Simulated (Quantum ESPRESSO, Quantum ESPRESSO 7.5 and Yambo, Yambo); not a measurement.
**A GW chain in Yambo: RbBr (Fm-3m)**

How does a plane-wave GW calculation on RbBr (Fm-3m) run from the first input to the gap?

Method: PBE and many-body steps on it, plane waves, in Quantum ESPRESSO 7.5 and Yambo 5.3.0.

The database entry behind the starting cell differs from later determinations by our own check (about 0.5 % short), so it need not match the best structure at ambient conditions.

## 1. The structure

Symmetry: Fm-3m, No. 225, cubic system. Conventional cell: a = 6.854 Å, b = 6.854 Å, c = 6.854 Å, α = 90.00°, β = 90.00°, γ = 90.00°. Rb has 6 Br at 3.43 Å nearest. Nearest to Br lie 6 Rb at 3.43 Å. Farther neighbours and most contacts between anions are not listed.

The cell and positions come from the Crystallography Open Database and are kept as given unless a step says otherwise.

## 2. Ground state

This step: Quantum ESPRESSO 7.5; DFT, PBE, plane waves, norm-conserving pseudopotentials.

The ground-state density comes first.

pw.in

```
&control
  calculation = 'scf'
  prefix = 'x'
  outdir = 'o'
  pseudo_dir = 'pseudo'
/
&system
  ibrav = 0
  nat = 2
  ntyp = 2
  ecutwfc = 76.0
  nbnd = 18
  force_symmorphic = .true.
/
&electrons
  conv_thr = 1e-10
  electron_maxstep = 80
  mixing_beta = 0.5
/
ATOMIC_SPECIES
  Rb 85.468 Rb.upf
  Br 79.904 Br.upf
CELL_PARAMETERS angstrom
  0.0000000000 3.4270000000 3.4270000000
  3.4270000000 0.0000000000 3.4270000000
  3.4270000000 3.4270000000 -0.0000000000
ATOMIC_POSITIONS crystal
  Rb 0.0000000000 0.0000000000 0.0000000000
  Br 0.5000000000 0.5000000000 0.5000000000
K_POINTS automatic
  6 6 6 0 0 0
```

Started as:

```
OMP_NUM_THREADS=1 mpirun -n 4 pw.x -nk 4 -in pw.in > pw.out
```

The program printed:

```text
Program PWSCF v.7.5 starts

     This program is part of the open-source Quantum ESPRESSO suite
     for quantum simulation of materials; please cite
         "P. Giannozzi et al., J. Phys.:Condens. Matter 21 395502 (2009);
         "P. Giannozzi et al., J. Phys.:Condens. Matter 29 465901 (2017);
         "P. Giannozzi et al., J. Chem. Phys. 152 154105 (2020);
     in publications or presentations arising from this work. More details at
     Message from routine setup:
     using ibrav=0 with symmetry is DISCOURAGED, use correct ibrav instead

     G-vector sticks info

     bravais-lattice index     =            0
     lattice parameter (alat)  =       9.1586  a.u.
     unit-cell volume          =     543.2114 (a.u.)^3
     number of atoms/cell      =            2
     number of atomic types    =            2
     number of electrons       =        26.00
     number of Kohn-Sham states=           18
     kinetic-energy cutoff     =      76.0000  Ry
     charge density cutoff     =     304.0000  Ry
     scf convergence threshold =      1.0E-10
     mixing beta               =       0.5000
     number of iterations used =            8  plain     mixing
     Exchange-correlation= PBE
                           (   1   4   3   4   0   0   0)

     celldm(1)=   9.158576  celldm(2)=   0.000000  celldm(3)=   0.000000
     celldm(4)=   0.000000  celldm(5)=   0.000000  celldm(6)=   0.000000

     crystal axes: (cart. coord. in units of alat)
               a(1) = (   0.000000   0.707107   0.707107 )
               a(2) = (   0.707107   0.000000   0.707107 )
               a(3) = (   0.707107   0.707107  -0.000000 )

     reciprocal axes: (cart. coord. in units 2 pi/alat)
               b(1) = ( -0.707107  0.707107  0.707107 )
               b(2) = (  0.707107 -0.707107  0.707107 )
               b(3) = (  0.707107  0.707107 -0.707107 )
     Pseudo is Norm-conserving + core correction, Zval =  9.0
     Generated using ONCVPSP code by D. R. Hamann
     Using radial grid of 2308 points,  6 beta functions with:
     Pseudo is Norm-conserving + core correction, Zval = 17.0
     Generated using ONCVPSP code by D. R. Hamann
     Using radial grid of 1098 points,  6 beta functions with:
     Rb                9.00    85.46800     Rb( 1.00)
     Br               17.00    79.90400     Br( 1.00)

     48 Sym. Ops., with inversion, found

   Cartesian axes

     site n.     atom                  positions (alat units)
         1        Rb     tau(   1) = (   0.0000000   0.0000000   0.0000000  )
         2        Br     tau(   2) = (   0.7071068   0.7071068   0.7071068  )

     number of k points=    16
                       cart. coord. in units 2pi/alat
        k(    1) = (   0.0000000   0.0000000   0.0000000), wk =   0.0092593
        k(    2) = (   0.1178511   0.1178511  -0.1178511), wk =   0.0740741
        k(    3) = (   0.2357023   0.2357023  -0.2357023), wk =   0.0740741
        k(    4) = (  -0.3535534  -0.3535534   0.3535534), wk =   0.0370370
        k(    5) = (   0.2357023   0.0000000  -0.0000000), wk =   0.0555556
        k(    6) = (   0.3535534   0.1178511  -0.1178511), wk =   0.2222222
        k(    7) = (  -0.2357023  -0.4714045   0.4714045), wk =   0.2222222
        k(    8) = (  -0.1178511  -0.3535534   0.3535534), wk =   0.2222222
        k(    9) = (   0.0000000  -0.2357023   0.2357023), wk =   0.1111111
        k(   10) = (   0.4714045   0.0000000  -0.0000000), wk =   0.0555556
     [... 4 further rows ...]
        k(   15) = (  -0.1178511  -0.3535534   0.5892557), wk =   0.2222222
        k(   16) = (  -0.7071068   0.2357023   0.0000000), wk =   0.1111111

     Dense  grid:    48671 G-vectors     FFT dimensions: (  54,  54,  54)

     Initial potential from superposition of free atoms

     starting charge      25.9752, renormalised to      26.0000
     Starting wfcs are   14 randomized atomic wfcs +    4 random wfcs

     per-process dynamical memory:    42.0 Mb

     Self-consistent Calculation

     iteration #  1     ecut=    76.00 Ry     beta= 0.50

     Threshold (ethr) on eigenvalues was too large:
     Diagonalizing with lowered threshold

     total energy              =    -325.15258804 Ry
     estimated scf accuracy    <       0.04918918 Ry

     iteration #  2     ecut=    76.00 Ry     beta= 0.50

     total energy              =    -325.16242894 Ry
     estimated scf accuracy    <       0.00291083 Ry

     iteration #  3     ecut=    76.00 Ry     beta= 0.50

     total energy              =    -325.16295240 Ry
     estimated scf accuracy    <       0.00065592 Ry

     iteration #  4     ecut=    76.00 Ry     beta= 0.50

     total energy              =    -325.16304432 Ry
     estimated scf accuracy    <       0.00002130 Ry

     iteration #  5     ecut=    76.00 Ry     beta= 0.50

     total energy              =    -325.16305109 Ry
     estimated scf accuracy    <       0.00000826 Ry

     iteration #  6     ecut=    76.00 Ry     beta= 0.50

     total energy              =    -325.16305317 Ry
     estimated scf accuracy    <       0.00000010 Ry

     iteration #  7     ecut=    76.00 Ry     beta= 0.50

     total energy              =    -325.16305322 Ry
     estimated scf accuracy    <          2.6E-09 Ry

     iteration #  8     ecut=    76.00 Ry     beta= 0.50

     total energy              =    -325.16305322 Ry
     estimated scf accuracy    <          2.4E-09 Ry

     iteration #  9     ecut=    76.00 Ry     beta= 0.50

     total energy              =    -325.16305323 Ry
     estimated scf accuracy    <          2.6E-10 Ry

     iteration # 10     ecut=    76.00 Ry     beta= 0.50

     End of self-consistent calculation

          k = 0.0000 0.0000 0.0000 (  5985 PWs)   bands (ev):

   -55.9828 -55.9828 -55.9808 -55.9808 -55.9808 -22.2901 -10.0526  -6.3615
    -6.3615  -6.3615   2.1322   2.1322   2.1322   6.4965   9.4189   9.4189
     9.4189  10.3081

          k = 0.1179 0.1179-0.1179 (  6099 PWs)   bands (ev):

   -55.9828 -55.9828 -55.9808 -55.9808 -55.9808 -22.2877 -10.0634  -6.3634
    -6.3634  -6.3495   1.8288   2.0377   2.0377   7.1363   9.2855   9.7469
     9.7469  10.7146

          k = 0.2357 0.2357-0.2357 (  6084 PWs)   bands (ev):

   -55.9828 -55.9828 -55.9808 -55.9808 -55.9808 -22.2830 -10.0847  -6.3672
    -6.3672  -6.3258   1.3478   1.8610   1.8610   8.3844   9.4406  10.6605
    10.6605  11.7308

          k =-0.3536-0.3536 0.3536 (  6116 PWs)   bands (ev):

     [... further k-points ...]

     highest occupied, lowest unoccupied level (ev):     2.1322    6.4965

!    total energy              =    -325.16305323 Ry
     estimated scf accuracy    <          5.2E-11 Ry

     The total energy is the sum of the following terms:
     one-electron contribution =    -217.74047561 Ry
     hartree contribution      =     108.04149937 Ry
     xc contribution           =     -58.74476161 Ry
     ewald contribution        =    -156.71931538 Ry

     convergence has been achieved in  10 iterations

     XML data file, charge density, pseudopotentials, collected wavefunctions

=------------------------------------------------------------------------------=
   JOB DONE.
=------------------------------------------------------------------------------=
```

It took 13 s on 4 MPI ranks of Arm Neoverse V1, shared host; peak memory 0.33 GiB.

This step gave:

```
total energy               : -4424.0687 eV
gap                        : 4.364 eV
k of the valence top       : 0, 0, 0
k of the conduction bottom : 0, 0, 0
least direct gap           : 4.364 eV
```

The gap is direct, at Γ.

## 3. Bands along the symmetry lines

The cheap functional maps the bands first; the places of the edges decide which points the dearer methods must see.

pw.in

```
&control
  calculation = 'bands'
  prefix = 'x'
  outdir = 'o'
  pseudo_dir = 'pseudo'
/
&system
  ibrav = 0
  nat = 2
  ntyp = 2
  ecutwfc = 76.0
  nbnd = 19
  force_symmorphic = .true.
/
&electrons
  conv_thr = 1e-9
  electron_maxstep = 80
  diago_full_acc = .true.
  diago_thr_init = 5e-6
/
ATOMIC_SPECIES
  Rb 85.468 Rb.upf
  Br 79.904 Br.upf
CELL_PARAMETERS angstrom
  0.0000000000 3.4270000000 3.4270000000
  3.4270000000 0.0000000000 3.4270000000
  3.4270000000 3.4270000000 -0.0000000000
ATOMIC_POSITIONS crystal
  Rb 0.0000000000 0.0000000000 0.0000000000
  Br 0.5000000000 0.5000000000 0.5000000000
K_POINTS crystal
  50
  0.00000000 0.00000000 0.00000000 1
  0.06250000 0.00000000 0.06250000 1
  0.12500000 0.00000000 0.12500000 1
  0.18750000 0.00000000 0.18750000 1
  0.25000000 0.00000000 0.25000000 1
  0.31250000 0.00000000 0.31250000 1
  0.37500000 0.00000000 0.37500000 1
  0.43750000 0.00000000 0.43750000 1
  0.50000000 0.00000000 0.50000000 1
  0.51562500 0.03125000 0.51562500 1
  0.53125000 0.06250000 0.53125000 1
  0.54687500 0.09375000 0.54687500 1
  0.56250000 0.12500000 0.56250000 1
  0.57812500 0.15625000 0.57812500 1
  0.59375000 0.18750000 0.59375000 1
  0.60937500 0.21875000 0.60937500 1
  0.62500000 0.25000000 0.62500000 1
  0.37500000 0.37500000 0.75000000 1
  0.32812500 0.32812500 0.65625000 1
  0.28125000 0.28125000 0.56250000 1
  0.23437500 0.23437500 0.46875000 1
  0.18750000 0.18750000 0.37500000 1
  0.14062500 0.14062500 0.28125000 1
  0.09375000 0.09375000 0.18750000 1
  0.04687500 0.04687500 0.09375000 1
  0.00000000 0.00000000 0.00000000 1
  0.06250000 0.06250000 0.06250000 1
  0.12500000 0.12500000 0.12500000 1
  0.18750000 0.18750000 0.18750000 1
  0.25000000 0.25000000 0.25000000 1
  0.31250000 0.31250000 0.31250000 1
  0.37500000 0.37500000 0.37500000 1
  0.43750000 0.43750000 0.43750000 1
  0.50000000 0.50000000 0.50000000 1
  0.50000000 0.46875000 0.53125000 1
  0.50000000 0.43750000 0.56250000 1
  0.50000000 0.40625000 0.59375000 1
  0.50000000 0.37500000 0.62500000 1
  0.50000000 0.34375000 0.65625000 1
  0.50000000 0.31250000 0.68750000 1
  0.50000000 0.28125000 0.71875000 1
  0.50000000 0.25000000 0.75000000 1
  0.50000000 0.21875000 0.71875000 1
  0.50000000 0.18750000 0.68750000 1
  0.50000000 0.15625000 0.65625000 1
  0.50000000 0.12500000 0.62500000 1
  0.50000000 0.09375000 0.59375000 1
  0.50000000 0.06250000 0.56250000 1
  0.50000000 0.03125000 0.53125000 1
  0.50000000 0.00000000 0.50000000 1
```

The program printed:

```text
[banner, memory and clock lines left out]
Program PWSCF v.7.5 starts

     Atomic positions and unit cell read from directory:
     o/x.save/

     Message from routine setup:
     using ibrav=0 with symmetry is DISCOURAGED, use correct ibrav instead

     G-vector sticks info

     bravais-lattice index     =            0
     lattice parameter (alat)  =       9.1586  a.u.
     unit-cell volume          =     543.2114 (a.u.)^3
     number of atoms/cell      =            2
     number of atomic types    =            2
     number of electrons       =        26.00
     number of Kohn-Sham states=           19
     kinetic-energy cutoff     =      76.0000  Ry
     charge density cutoff     =     304.0000  Ry
     Exchange-correlation= PBE
                           (   1   4   3   4   0   0   0)

     celldm(1)=   9.158576  celldm(2)=   0.000000  celldm(3)=   0.000000
     celldm(4)=   0.000000  celldm(5)=   0.000000  celldm(6)=   0.000000

     crystal axes: (cart. coord. in units of alat)
               a(1) = (   0.000000   0.707107   0.707107 )
               a(2) = (   0.707107   0.000000   0.707107 )
               a(3) = (   0.707107   0.707107  -0.000000 )

     reciprocal axes: (cart. coord. in units 2 pi/alat)
               b(1) = ( -0.707107  0.707107  0.707107 )
               b(2) = (  0.707107 -0.707107  0.707107 )
               b(3) = (  0.707107  0.707107 -0.707107 )
     Pseudo is Norm-conserving + core correction, Zval =  9.0
     Generated using ONCVPSP code by D. R. Hamann
     Using radial grid of 2308 points,  6 beta functions with:
     Pseudo is Norm-conserving + core correction, Zval = 17.0
     Generated using ONCVPSP code by D. R. Hamann
     Using radial grid of 1098 points,  6 beta functions with:
     Rb                9.00    85.46800     Rb( 1.00)
     Br               17.00    79.90400     Br( 1.00)

     48 Sym. Ops., with inversion, found

   Cartesian axes

     site n.     atom                  positions (alat units)
         1        Rb     tau(   1) = (   0.0000000   0.0000000   0.0000000  )
         2        Br     tau(   2) = (   0.7071068   0.7071068   0.7071068  )

     number of k points=    50
                       cart. coord. in units 2pi/alat
        k(    1) = (   0.0000000   0.0000000   0.0000000), wk =   0.0400000
        k(    2) = (   0.0000000   0.0883883   0.0000000), wk =   0.0400000
        k(    3) = (   0.0000000   0.1767767   0.0000000), wk =   0.0400000
[...]
[... 38 further rows ...]
        k(   49) = (   0.0441942   0.7071068   0.0000000), wk =   0.0400000
        k(   50) = (   0.0000000   0.7071068   0.0000000), wk =   0.0400000

     Dense  grid:    48671 G-vectors     FFT dimensions: (  54,  54,  54)

     The potential is recalculated from file :
     o/x.save/charge-density

     Starting wfcs are   14 randomized atomic wfcs +    5 random wfcs

     Band Structure Calculation

     End of band structure calculation

          k = 0.0000 0.0000 0.0000 (  5985 PWs)   bands (ev):

   -55.9826 -55.9826 -55.9807 -55.9807 -55.9807 -22.2901 -10.0526  -6.3615
    -6.3615  -6.3615   2.1322   2.1322   2.1322   6.4965   9.4189   9.4189
     9.4189  10.3081  10.3082

          k = 0.0000 0.0884 0.0000 (  6070 PWs)   bands (ev):

   -55.9826 -55.9826 -55.9807 -55.9807 -55.9807 -22.2896 -10.0546  -6.3642
[...]
9.5187  10.3390  10.4338

          k = 0.0000 0.1768 0.0000 (  6066 PWs)   bands (ev):

[...]
9.8118  10.4295  10.7897

          k =-0.0000 0.2652 0.0000 (  6074 PWs)   bands (ev):

[...]
k = 0.0000 0.4419-0.0000 (  6090 PWs)   bands (ev):

[...]
k =-0.0000 0.5303 0.0000 (  6086 PWs)   bands (ev):

[...]
k = 0.0000 0.6187-0.0000 (  6086 PWs)   bands (ev):

[...]
k = 0.4640 0.4640-0.0000 (  6051 PWs)   bands (ev):

[...]
k = 0.3315 0.3315-0.0000 (  6079 PWs)   bands (ev):

[...]
k = 0.3094 0.7071-0.0000 (  6052 PWs)   bands (ev):

[...]
k = 0.2210 0.7071-0.0000 (  6066 PWs)   bands (ev):

[...]
k = 0.1768 0.7071-0.0000 (  6062 PWs)   bands (ev):

[...]
k = 0.0442 0.7071 0.0000 (  6056 PWs)   bands (ev):

[...]
11.3692  11.5546  12.9881

          k = 0.0000 0.7071 0.0000 (  6074 PWs)   bands (ev):

   -55.9826 -55.9826 -55.9807 -55.9807 -55.9807 -22.2780  -9.9993  -6.5435
    -6.4335  -6.4335   1.6599   1.9738   1.9738   7.7485   9.2663  11.3356
    11.3440  11.5759  12.9667

     XML data file, pseudopotentials, collected wavefunctions
```

Run time: 13 s. Hardware: 4 MPI ranks; peak memory 0.27 GiB; 50 s of CPU time.

This step gave:

```yaml
gap: 4.364 eV
k_of_the_valence_top: 0, 0, 0
k_of_the_conduction_bottom: 0, 0, 0
least_direct_gap: 4.364 eV
```

The gap is 4.364 eV, as in the run before at this level.

Electronic bands along the path, in eV, zero at the top of the highest filled band:

```
    point  band 10  band 11  band 12  band 13  band 14  band 15  band 16  band 17
        Γ    -8.49     0.00     0.00     0.00     4.36     7.29     7.29     7.29
  halfway    -8.49    -0.60    -0.10    -0.10     5.72     6.25     8.62     8.76
        X    -8.57    -0.47    -0.16    -0.16     5.62     7.13     9.20     9.21
  halfway    -8.55    -0.46    -0.26    -0.19     5.82     7.40     8.82     9.28
        U    -8.52    -0.49    -0.41    -0.26     6.35     8.13     8.16     8.87
jump to K    -8.52    -0.49    -0.41    -0.26     6.35     8.13     8.16     8.87
  halfway    -8.46    -0.67    -0.28    -0.15     6.03     6.99     8.06     8.81
        Γ    -8.49     0.00     0.00     0.00     4.36     7.29     7.29     7.29
  halfway    -8.47    -0.56    -0.18    -0.18     5.63     7.15     8.01     8.01
        L    -8.45    -0.99    -0.35    -0.35     6.82     7.72     9.49     9.49
  halfway    -8.47    -0.76    -0.35    -0.33     6.98     7.42     8.88     9.00
        W    -8.48    -0.49    -0.35    -0.35     7.09     7.09     8.27     8.62
  halfway    -8.52    -0.44    -0.33    -0.22     6.02     7.60     8.43     9.14
        X    -8.57    -0.47    -0.16    -0.16     5.62     7.13     9.20     9.21
```

The electronic bands as a text plot (rows in eV, shown from -8.0 to 8.2 only):

```
    7.8 |+ +++          ++++    +++++ ++   ++   ++++++      ++
    7.2 |++++      +++++    ++++++++++++++++++++  ++++++++++  +++
    6.5 |    ++++++      +++  ++               +++         ++
    5.8 |     +++++++++++       +           +++              ++++
    5.1 |  +++                   ++++      +
    4.5 |++                          ++++++
    3.8 |
    3.1 |
    2.4 |
    1.8 |
    1.1 |
    0.4 |
   -0.2 |********************************************************
   -0.9 |     ****         ******            ***********
   -1.6 |
   -2.3 |
   -2.9 |
   -3.6 |
   -4.3 |
   -5.0 |
   -5.6 |
   -6.3 |
   -7.0 |
   -7.7 |
         Γ           X  U|K            Γ         L        W     X
```

(Continued in part 2 of 2.)

[Paths, hosts, dates, memory and timing lines, banners, echoed tables and standing remarks are left out of the program output.]

[Logs are printed without paths, hosts, clocks, repeated set-up lines and the standing remarks that a program may print on its own settings, such as how far it seeks lower states.]

[Runs of the session that timed out or met a known fault of the program may be left out.]

[Hosts, paths, dates, database ids (printed as entryN), source tags and the programs' standing remarks are cut or masked in the printed files.]
